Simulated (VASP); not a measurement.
MoS2: single point with PBEsol

Crystal: MoS2.

```
Mo S
1.0
     3.22746    0.00000    0.00000
    -1.61373    2.79507    0.00000
     0.00000    0.00000    6.31247
Mo S
1 2
Direct
  0.00000 0.00000 0.50000
  0.66667 0.33333 0.74468
  0.33333 0.66667 0.25532
```

Measurements of this composition are mostly on another form, of space group No. 194.

```yaml
Program: VASP 6.6.1
Task: single point
Functional: PBEsol
Potentials_or_basis: VASP PAW PBE potentials, release 64 (Mo_sv, S)
Cutoff: 520 eV
k_mesh: 9 × 9 × 4
Occupations: fermi-dirac, width 0.05 eV
Spin: no spin polarisation
Ladder: free
Further_INCAR_settings: ALGO = Normal; EDIFF = 1e-07; NBANDS = 20
```

| Item | Value |
| --- | --- |
| Pressure | -3.4 GPa |
| Largest force | 0.026 eV/Å |
| Band gap on the k mesh | none (metal or under the smearing width) |

Forces in eV/Å, atoms in the order of the input:
```
Mo   0.000  0.000  0.000
S    0.000  0.000  0.026
S    0.000  0.000 -0.026
```

Stress tensor (GPa, compression positive):
```
-4.69  0.00  0.00
 0.00 -4.69  0.00
 0.00  0.00 -0.93
```

Levels at points of the mesh, in eV from the Fermi level:
| k point | band 10 | band 11 | band 12 | band 13 | band 14 | band 15 | band 16 | band 17 |
| --- | --- | --- | --- | --- | --- | --- | --- | --- |
| (0.00, 0.00, 0.00) | -1.82 | -1.08 | -0.95 | -0.95 | -0.29 | -0.29 | 3.22 | 3.22 |
| (0.00, 0.00, 0.50) | -3.60 | -0.95 | -0.95 | -0.36 | -0.36 | -0.07 | 3.38 | 3.38 |

It took 42 s on 1 thread of Intel(R) Xeon(R) Platinum 8488C (Sapphire Rapids), with other jobs on the host, peak memory 0.19 GiB.

Caveat: the PAW data sets were made with another functional, which shifts forces and pressure a little; this functional lacks dispersion, which binds the layers, so the pressure and a relaxed spacing across them are unreliable.
